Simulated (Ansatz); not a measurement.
**Dielectric response of BN (110) films**

How well do thin zincblende BN (110) films screen a perpendicular field?

Calculated with Ansatz 0.2.0; plane-wave DFT, PBEsol, Ansatz PAW.

Most raw output is cut from this account.

## (1) The structure

The cell holds 10 atoms: 5 B and 5 N. Cell: a = 2.556 Å, b = 3.615 Å, c = 23.112 Å, α = 90.0°, β = 90.0°, γ = 90.0°. It derives from BN (zincblende BN). Vacuum lies along c.

Coordinates:

```xyz
10
Lattice="2.5562 0.0000 0.0000 0.0000 3.6150 0.0000 0.0000 0.0000 23.1124" Properties=species:S:1:pos:R:3
B     1.2781    1.8075    9.0000
N     0.0000    2.7113    9.0000
B     0.0000    0.0000   10.2781
N     1.2781    0.9038   10.2781
B     1.2781    1.8075   11.5562
N     0.0000    2.7113   11.5562
B     0.0000    0.0000   12.8343
N     1.2781    0.9038   12.8343
B     1.2781    1.8075   14.1124
N     0.0000    2.7113   14.1124
```

## (2) Relaxing the film, 10 atoms, units 5

The structure is relaxed first, because levels and dipoles at a surface follow the positions of the outer atoms.

input.yaml reads:

```yaml
crystal:
  lattice:
    - [2.55619101, 0.0, 0.0]
    - [0.0, 3.615, 0.0]
    - [0.0, 0.0, 23.112382028]
  atoms:
    - { symbol: B, position: [0.5, 0.5, 0.3894016631] }
    - { symbol: "N", position: [0.0, 0.75, 0.3894016631] }
    - { symbol: B, position: [0.0, 0.0, 0.4447008316] }
    - { symbol: "N", position: [0.5, 0.25, 0.4447008316] }
    - { symbol: B, position: [0.5, 0.5, 0.5] }
    - { symbol: "N", position: [0.0, 0.75, 0.5] }
    - { symbol: B, position: [0.0, 0.0, 0.5552991684] }
    - { symbol: "N", position: [0.5, 0.25, 0.5552991684] }
    - { symbol: B, position: [0.5, 0.5, 0.6105983369] }
    - { symbol: "N", position: [0.0, 0.75, 0.6105983369] }
kpoints:
  mp_grid: { grid: [10, 8, 1] }
hamiltonian:
  xc: pbesol
scf:
  occupations: { method: fixed }
  convergence: { dr2_threshold: 1.0e-09 }
efield:
  axis: 3
  dipole_correction: true
  ramp_position: 0.97
  ramp_width: 0.06
relax:
  f_tol: 0.003
  max_steps: 100
output:
  write_potential: true
  write_density: true
  volumetric_format: npy
```

Command:

```console
$ ansatz run input.yaml --threads 4 --pin off --max-ram 6144MiB --backend cpu --events-out ev --progress --plain --runs-dir out
```

Wall time 23 s (4 threads of Arm Neoverse V2, shared host); peak memory 0.53 GiB; 86 s of CPU time.

The steps of the relaxation:

```
step  energy less that of the first step (eV)  largest force component (eV/Å)
   1                                   0.0000                          4.9384
   2                                  -1.7135                          2.5255
   3                                  -2.1069                          0.4723
   4                                  -2.1235                          0.1361
   5                                  -2.1253                          0.0528
   6                                  -2.1255                          0.0150
   7                                  -2.1255                          0.0009
```

Forces are held to the 2 operations that the run works with; a distortion that breaks them can't arise in this run.

The atoms that moved most (Å):

```
atom     dx      dy      dz  length
  B1  0.000   0.161   0.225   0.277
  B9  0.000   0.161  -0.225   0.277
  N2  0.000  -0.080   0.010   0.080
 N10  0.000  -0.080  -0.010   0.080
  N4  0.000  -0.045  -0.024   0.050
  N8  0.000  -0.045   0.024   0.050
  B7  0.000  -0.020   0.045   0.050
  B3  0.000  -0.020  -0.045   0.050
```

Final coordinates:

```xyz
10
Lattice="2.5562 0.0000 0.0000 0.0000 3.6150 0.0000 0.0000 0.0000 23.1124" Properties=species:S:1:pos:R:3
B     1.2781    1.9685    9.2248
N     0.0000    2.6315    9.0098
B     0.0000   -0.0202   10.2326
N     1.2781    0.8592   10.2546
B     1.2781    1.7925   11.5562
N     0.0000    2.6934   11.5562
B     0.0000   -0.0202   12.8797
N     1.2781    0.8592   12.8578
B     1.2781    1.9685   13.8876
N     0.0000    2.6315   14.1026
```

This step gave:

* gap on the k-mesh: 2.120 eV
* dipole along the normal: 2.95e-7 e·Å
* ionisation energy, upper face: 6.555 eV
* electron affinity, upper face: 4.434 eV

Running mean over 1.278 Å of the planar mean; the ramp of the sawtooth is left out. The electron's electrostatic potential energy less the highest filled level by z:

| z (Å) | electron's electrostatic potential energy less the highest filled level (eV) |
| --- | --- |
| 4 | 6.55 |
| 5 | 6.55 |
| 6 | 6.55 |
| 7 | 6.47 |
| 8 | 4.28 |
| 9 | -7.45 |
| 10 | -10.9 |
| 11 | -9.14 |
| 12 | -9.15 |
| 13 | -10.7 |
| 14 | -8.33 |
| 15 | 3.33 |
| 16 | 6.44 |
| 17 | 6.55 |
| 18 | 6.55 |
| 19 | 6.55 |
| 20 | 6.55 |

The relaxation took 7 steps and lowered the energy by 2.1 eV; the largest force on the free atoms ends at 8.9e-4 eV/Å.

The gap is 2.12 eV, with the valence edge 6.55 eV and the conduction edge 4.43 eV under the upper vacuum level.

## (3) Single point on the relaxed film, 10 atoms, units 5

The film was relaxed beforehand; a single point on the relaxed positions gives its levels and potential.

input.yaml, the sections that differ from step 2:

```yaml
crystal:
  lattice:
    - [2.55619101, 0.0, 0.0]
    - [0.0, 3.615, 0.0]
    - [0.0, 0.0, 23.112382028]
  atoms:
    - { symbol: B, position: [0.5, 0.5445391515, 0.3991286541] }
    - { symbol: "N", position: [0.0, 0.727926811, 0.3898237108] }
    - { symbol: B, position: [0.0, -0.0055846886, 0.4427344484] }
    - { symbol: "N", position: [0.5, 0.2376666031, 0.4436837266] }
    - { symbol: B, position: [0.5, 0.4958462875, 0.5] }
    - { symbol: "N", position: [0.0, 0.7450579417, 0.4999999991] }
    - { symbol: B, position: [0.0, -0.0055846846, 0.5572655523] }
    - { symbol: "N", position: [0.5, 0.2376666072, 0.5563162724] }
    - { symbol: B, position: [0.5, 0.5445391555, 0.6008713464] }
    - { symbol: "N", position: [0.0, 0.7279268158, 0.6101762899] }
output:
  eigenvalues: true
  write_potential: true
  write_density: true
  volumetric_format: npy
# kpoints, hamiltonian, scf, efield: as in step 2
# relax: removed
```

The job ended after 5.6 s (4 threads; peak memory 0.55 GiB).

This step gave:

- dipole along the normal: -9.63e-6 e·Å
- electron affinity, upper face: 4.435 eV

Running mean over 1.278 Å of the planar mean; the ramp of the sawtooth is left out. Table of electron's electrostatic potential energy less the highest filled level by z:

```csv
z (Å),electron's electrostatic potential energy less the highest filled level (eV)
3.5,6.55
4.0,6.55
4.5,6.55
5.0,6.55
5.5,6.55
6.0,6.55
6.5,6.54
7.0,6.47
7.5,6.15
8.0,4.28
8.5,-1.61
9.0,-7.45
9.5,-10.5
10.0,-10.9
10.5,-9.63
11.0,-9.14
11.5,-9.30
12.0,-9.15
12.5,-9.44
13.0,-10.7
13.5,-10.9
14.0,-8.33
14.5,-3.17
15.0,3.33
15.5,5.96
16.0,6.44
16.5,6.53
17.0,6.55
17.5,6.55
18.0,6.55
18.5,6.55
19.0,6.55
19.5,6.55
20.0,6.55
```

The gap is 2.12 eV, with the valence edge 6.55 eV and the conduction edge 4.43 eV under the upper vacuum level.

## (4) Single point, 10 atoms, units 5, field 0.05 V/Å

A sawtooth potential applies the field, turning back in the middle of the vacuum. With the dipole correction the typed value is the field outside the slab. The induced dipole is small, so the SCF threshold is tight.

Edit input.yaml of step 3 so:

```diff
@@ -22,3 +22,3 @@
   occupations: { method: fixed }
-  convergence: { dr2_threshold: 1.0e-09 }
+  convergence: { dr2_threshold: 1.0e-10 }
 efield:
@@ -28,4 +28,4 @@
   ramp_width: 0.06
+  amplitude: 0.05
 output:
-  eigenvalues: true
   write_potential: true
```

Run time: 6.4 s. Hardware: 4 threads; peak memory 0.53 GiB; 25 s of CPU time.

Numbers from this step:

| Quantity | Value |
| --- | --- |
| gap on the k-mesh | 2.118 eV |
| dipole along the normal | 0.01483 e·Å |

The dipole is 0.0148 e·Å, and the gap on the mesh 2.118 eV.

## (5) Single point, 10 atoms, units 5, field -0.05 V/Å

Edit input.yaml of step 4 so:

```diff
@@ -28,3 +28,3 @@
   ramp_width: 0.06
-  amplitude: 0.05
+  amplitude: -0.05
 output:
```

It took 6.4 s on 4 threads; peak memory 0.53 GiB.

The dipole is -0.0148 e·Å, and the gap on the mesh 2.118 eV.

## (6) Response with the atoms held, 10 atoms, units 5

This step: plane-wave DFT, PBEsol, Ansatz PAW; response to a field along the normal, atoms held (Ansatz 0.2.0).

The two fields give this film's response with the atoms held: the electronic part.

This step gave:

```
equivalent conductor thickness p/(ε₀AE) : 5.810 Å
distance between the outer atoms        : 5.093 Å
thickness                               : 6.391 Å
```

Local field over the applied field, running mean. From the potentials at -0.05 and 0.05 V/Å; running mean over 1.278 Å, taken twice. Table of local field over applied field by z:

z (Å), local field over applied field and a bar from the least value:
```
     4.04      1.000 ##############################
     4.48      1.000 ##############################
     4.91      0.999 ##############################
     5.20      0.999 ##############################
     5.63      0.996 ##############################
     6.07      0.989 ##############################
     6.50      0.971 #############################
     6.93      0.928 ###########################
     7.22      0.875 #########################
     7.66      0.752 #####################
     8.09      0.584 ###############
     8.52      0.405 #########
     8.96      0.264 ###
     9.39      0.186 #
     9.68      0.170 
    10.11      0.174 
    10.54      0.185 #
    10.98      0.189 #
    11.41      0.190 #
    11.70      0.190 #
    12.13      0.189 #
    12.57      0.185 #
    13.00      0.174 
    13.43      0.170 
    13.72      0.186 #
    14.16      0.264 ###
    14.59      0.405 #########
    15.02      0.584 ###############
    15.46      0.752 #####################
    15.89      0.875 #########################
    16.18      0.928 ###########################
    16.61      0.971 #############################
    17.05      0.989 ##############################
    17.48      0.996 ##############################
    17.91      0.999 ##############################
    18.20      0.999 ##############################
    18.63      1.000 ##############################
    19.07      1.000 ##############################
```

Electrons, planar mean, per unit field. Induced electron density against z:

| z (Å) | induced electron density (e/Å³ per V/Å) |
| --- | --- |
| 4.04 | 4.8e-7 |
| 4.48 | 1.5e-6 |
| 4.91 | 4.3e-6 |
| 5.20 | 9.0e-6 |
| 5.63 | 2.6e-5 |
| 6.07 | 7.3e-5 |
| 6.50 | 2.0e-4 |
| 6.93 | 5.1e-4 |
| 7.22 | 9.2e-4 |
| 7.66 | 0.00202 |
| 8.09 | 0.00326 |
| 8.52 | 0.00257 |
| 8.96 | 0.00130 |
| 9.39 | 8.9e-4 |
| 9.68 | -8.6e-4 |
| 10.11 | -0.00118 |
| 10.54 | 0.00116 |
| 10.98 | -1.8e-4 |
| 11.41 | -0.00102 |
| 11.70 | 0.00102 |
| 12.13 | 1.8e-4 |
| 12.57 | -0.00116 |
| 13.00 | 0.00118 |
| 13.43 | 8.6e-4 |
| 13.72 | -8.9e-4 |
| 14.16 | -0.00130 |
| 14.59 | -0.00257 |
| 15.02 | -0.00326 |
| 15.46 | -0.00202 |
| 15.89 | -9.2e-4 |
| 16.18 | -5.1e-4 |
| 16.61 | -2.0e-4 |
| 17.05 | -7.3e-5 |
| 17.48 | -2.6e-5 |
| 17.91 | -9.0e-6 |
| 18.20 | -4.3e-6 |
| 18.63 | -1.5e-6 |
| 19.07 | -4.8e-7 |

By hand: between -0.05 and 0.05 V/Å the dipole changes by 0.02967 e·Å, a slope of 0.2967 e·Å²/V. A perfect conductor of thickness t has p = ε₀AEt, so t = 180.95 × 0.2967 / 9.241 = 5.81 Å (e/ε₀ = 180.95 V·Å, A in Å²).

The induced dipole is that of a conductor 5.81 Å thick.

## (7) Field on, atoms free, 10 atoms, field 0.05 V/Å

This step: plane-wave DFT, PBEsol, Ansatz PAW (Ansatz 0.2.0).

Now the atoms may follow the field. A weak field makes forces of meV/Å to tens of meV/Å, so the force tolerance is set well below the usual one.

Edit input.yaml of step 5 so:

```diff
@@ -28,3 +28,6 @@
   ramp_width: 0.06
-  amplitude: -0.05
+  amplitude: 0.05
+relax:
+  f_tol: 0.0006
+  max_steps: 70
 output:
```

Run time: 15 s. Hardware: 4 threads; peak memory 0.51 GiB; 59 s of CPU time.

Hardly anything moved in the relaxation; the energy changed by under 0.2 meV an atom.

This step gave:

| Quantity | Value |
| --- | --- |
| gap on the k-mesh | 2.120 eV |
| dipole along the normal | 0.01635 e·Å |

The relaxation took 5 steps and lowered the energy by 3.8e-5 eV; the largest force on the free atoms ends at 2.3e-4 eV/Å.

The dipole is 0.0164 e·Å, and the gap on the mesh 2.120 eV.

## (8) Field on, atoms free, 10 atoms, field -0.05 V/Å

The opposite sign, again from the field-free geometry; the difference of the two cancels what relaxes without a field.

Edit input.yaml of step 7 so:

```diff
@@ -28,3 +28,3 @@
   ramp_width: 0.06
-  amplitude: 0.05
+  amplitude: -0.05
 relax:
```

It took 15 s on 4 threads; peak memory 0.51 GiB.

No atom moved by 0.005 Å in the relaxation.

The relaxation took 5 steps and lowered the energy by 3.8e-5 eV; the largest force on the free atoms ends at 2.3e-4 eV/Å.

The dipole is -0.0164 e·Å, and the gap on the mesh 2.120 eV.

## (9) Response with the atoms relaxed, 10 atoms, units 5

This step: plane-wave DFT, PBEsol, Ansatz PAW; response to a field along the normal, atoms relaxed (Ansatz 0.2.0).

The two relaxed runs give the static response.

Numbers from this step:

| Property | Result |
| --- | --- |
| equivalent conductor thickness p/(ε₀AE) | 6.405 Å |

Local field over the applied field, running mean. From the potentials at -0.05 and 0.05 V/Å; running mean over 1.278 Å, taken twice. Table of local field over applied field by z:

```
z (Å)  local field over applied field
  4.5                           1.000
  5.0                           0.999
  5.5                           0.997
  6.0                           0.991
  6.5                           0.971
  7.0                           0.910
  7.5                           0.765
  8.0                           0.582
  8.5                           0.395
  9.0                           0.228
  9.5                          0.0718
 10.0                          0.0217
 10.5                          0.0621
 11.0                           0.125
 11.5                           0.149
 12.0                           0.132
 12.5                          0.0793
 13.0                          0.0218
 13.5                          0.0517
 14.0                           0.188
 14.5                           0.359
 15.0                           0.538
 15.5                           0.725
 16.0                           0.885
 16.5                           0.962
 17.0                           0.988
 17.5                           0.996
 18.0                           0.999
 18.5                           1.000
 19.0                           1.000
```

The induced dipole is that of a conductor 6.40 Å thick.

## (10) Relaxing the film, 16 atoms, units 8

This step: plane-wave DFT, PBEsol, Ansatz PAW (Ansatz 0.2.0).

System of this step: BN (110), 8 units. The cell holds 16 atoms: 8 B and 8 N. Its edges and angles: a = 2.556 Å, b = 3.615 Å, c = 26.947 Å, α = 90.0°, β = 90.0°, γ = 90.0°. It derives from BN (zincblende BN). Vacuum lies along c.

The next thickness, treated alike, so that differences show the interior and the faces cancel.

input.yaml reads:

```yaml
crystal:
  lattice:
    - [2.55619101, 0.0, 0.0]
    - [0.0, 3.615, 0.0]
    - [0.0, 0.0, 26.946668549]
  atoms:
    - { symbol: B, position: [0.5, 0.5, 0.3339930494] }
    - { symbol: "N", position: [0.0, 0.75, 0.3339930494] }
    - { symbol: B, position: [0.0, 0.0, 0.3814236067] }
    - { symbol: "N", position: [0.5, 0.25, 0.3814236067] }
    - { symbol: B, position: [0.5, 0.5, 0.428854164] }
    - { symbol: "N", position: [0.0, 0.75, 0.428854164] }
    - { symbol: B, position: [0.0, 0.0, 0.4762847213] }
    - { symbol: "N", position: [0.5, 0.25, 0.4762847213] }
    - { symbol: B, position: [0.5, 0.5, 0.5237152787] }
    - { symbol: "N", position: [0.0, 0.75, 0.5237152787] }
    - { symbol: B, position: [0.0, 0.0, 0.571145836] }
    - { symbol: "N", position: [0.5, 0.25, 0.571145836] }
    - { symbol: B, position: [0.5, 0.5, 0.6185763933] }
    - { symbol: "N", position: [0.0, 0.75, 0.6185763933] }
    - { symbol: B, position: [0.0, 0.0, 0.6660069506] }
    - { symbol: "N", position: [0.5, 0.25, 0.6660069506] }
kpoints:
  mp_grid: { grid: [10, 8, 1] }
hamiltonian:
  xc: pbesol
scf:
  occupations: { method: fixed }
  convergence: { dr2_threshold: 1.0e-09 }
efield:
  axis: 3
  dipole_correction: true
  ramp_position: 0.97
  ramp_width: 0.06
relax:
  f_tol: 0.003
  max_steps: 100
output:
  write_potential: true
  write_density: true
  volumetric_format: npy
```

Elapsed: 48 s, on 4 threads; peak memory 0.73 GiB; 3.2 min of CPU time.

Relaxation path:

| step | energy less that of the first step (eV) | largest force component (eV/Å) |
| --- | --- | --- |
| 1 | 0.0000 | 4.8986 |
| 2 | -1.7023 | 2.4853 |
| 3 | -1.8515 | 1.1320 |
| 4 | -2.1177 | 0.3453 |
| 5 | -2.1348 | 0.0337 |
| 6 | -2.1333 | 0.1383 |
| 7 | -2.1350 | 0.0020 |

Relaxation step 6 was tried and not accepted.

Forces are held to the 2 operations that the run works with; a distortion that breaks them can't arise in this run.

The atoms that moved most (Å):

| atom | dx | dy | dz | length |
| --- | --- | --- | --- | --- |
| B15 | 0.000 | 0.170 | -0.234 | 0.289 |
| B1 | 0.000 | 0.170 | 0.234 | 0.289 |
| N16 | 0.000 | -0.070 | -0.020 | 0.073 |
| N2 | 0.000 | -0.070 | 0.020 | 0.073 |
| B3 | 0.000 | -0.008 | -0.044 | 0.045 |
| B13 | 0.000 | -0.008 | 0.044 | 0.045 |
| N14 | 0.000 | -0.035 | 0.021 | 0.040 |
| N4 | 0.000 | -0.035 | -0.021 | 0.040 |

Final coordinates:

```xyz
16
Lattice="2.5562 0.0000 0.0000 0.0000 3.6150 0.0000 0.0000 0.0000 26.9467" Properties=species:S:1:pos:R:3
B     1.2781    1.9771    9.2335
N     0.0000    2.6409    9.0200
B     0.0000   -0.0075   10.2338
N     1.2781    0.8692   10.2572
B     1.2781    1.7980   11.5740
N     0.0000    2.6983   11.5645
B     0.0000   -0.0171   12.8329
N     1.2781    0.8861   12.8333
B     1.2781    1.7904   14.1138
N     0.0000    2.6936   14.1133
B     0.0000   -0.0095   15.3727
N     1.2781    0.8908   15.3822
B     1.2781    1.8000   16.7129
N     0.0000    2.6767   16.6895
B     0.0000    0.1696   17.7131
N     1.2781    0.8334   17.9267
```

The relaxation took 7 steps and lowered the energy by 2.1 eV; the largest force on the free atoms ends at 0.0020 eV/Å.

The gap is 2.40 eV, with the valence edge 6.67 eV and the conduction edge 4.28 eV under the upper vacuum level.

## (11) The relaxed film, single point, 16 atoms, units 8

input.yaml reads:

```yaml
crystal:
  lattice:
    - [2.55619101, 0.0, 0.0]
    - [0.0, 3.615, 0.0]
    - [0.0, 0.0, 26.946668549]
  atoms:
    - { symbol: B, position: [0.5, 0.5469121129, 0.3426591083] }
    - { symbol: "N", position: [0.0, 0.7305453509, 0.3347335598] }
    - { symbol: B, position: [0.0, -0.0020797086, 0.379780251] }
    - { symbol: "N", position: [0.5, 0.2404387994, 0.3806463349] }
    - { symbol: B, position: [0.5, 0.4973770128, 0.4295137371] }
    - { symbol: "N", position: [0.0, 0.7464216224, 0.4291619691] }
    - { symbol: B, position: [0.0, -0.0047296205, 0.4762333874] }
    - { symbol: "N", position: [0.5, 0.2451144464, 0.4762494237] }
    - { symbol: B, position: [0.5, 0.4952703808, 0.5237666112] }
    - { symbol: "N", position: [0.0, 0.7451144498, 0.5237505754] }
    - { symbol: B, position: [0.0, -0.0026229879, 0.5704862613] }
    - { symbol: "N", position: [0.5, 0.246421615, 0.5708380313] }
    - { symbol: B, position: [0.5, 0.4979202829, 0.6202197485] }
    - { symbol: "N", position: [0.0, 0.7404387912, 0.6193536688] }
    - { symbol: B, position: [0.0, 0.0469121195, 0.657340892] }
    - { symbol: "N", position: [0.5, 0.230545333, 0.6652664403] }
kpoints:
  mp_grid: { grid: [10, 8, 1] }
hamiltonian:
  xc: pbesol
scf:
  occupations: { method: fixed }
  convergence: { dr2_threshold: 1.0e-09 }
efield:
  axis: 3
  dipole_correction: true
  ramp_position: 0.97
  ramp_width: 0.06
output:
  eigenvalues: true
  write_potential: true
  write_density: true
  volumetric_format: npy
  elf: true
```

Elapsed: 12 s, on 4 threads; peak memory 0.78 GiB.

The gap is 2.40 eV, with the valence edge 6.67 eV and the conduction edge 4.28 eV under the upper vacuum level.

## (12) Atoms held, 16 atoms, units 8, field 0.05 V/Å

Edit input.yaml of step 11 so:

```diff
@@ -28,3 +28,3 @@
   occupations: { method: fixed }
-  convergence: { dr2_threshold: 1.0e-09 }
+  convergence: { dr2_threshold: 1.0e-10 }
 efield:
@@ -34,4 +34,4 @@
   ramp_width: 0.06
+  amplitude: 0.05
 output:
-  eigenvalues: true
   write_potential: true
@@ -39,2 +39 @@
   volumetric_format: npy
-  elf: true
```

Run time: 14 s. Hardware: 4 threads; peak memory 0.76 GiB.

The dipole is 0.0225 e·Å, and the gap on the mesh 2.351 eV.

## (13) Atoms held, 16 atoms, units 8, field -0.05 V/Å

Edit input.yaml of step 12 so:

```diff
@@ -34,3 +34,3 @@
   ramp_width: 0.06
-  amplitude: 0.05
+  amplitude: -0.05
 output:
```

Run time: 14 s. Hardware: 4 threads; peak memory 0.77 GiB; 54 s of CPU time.

The dipole is -0.0225 e·Å, and the gap on the mesh 2.351 eV.

(Part 1 of 3 ends here.)

[Logs are printed without paths, hosts, clocks, repeated set-up lines and the standing remarks that a program may print on its own settings, such as how far it seeks lower states.]

[Hosts, paths, dates, database ids (printed as entryN), source tags and the programs' standing remarks are cut or masked in the printed files.]

[Maps of the electrostatic potential energy from Ansatz leave out the sawtooth potential of an applied field or a dipole correction, so their vacuum need not be flat; planar profiles and work functions include it.]
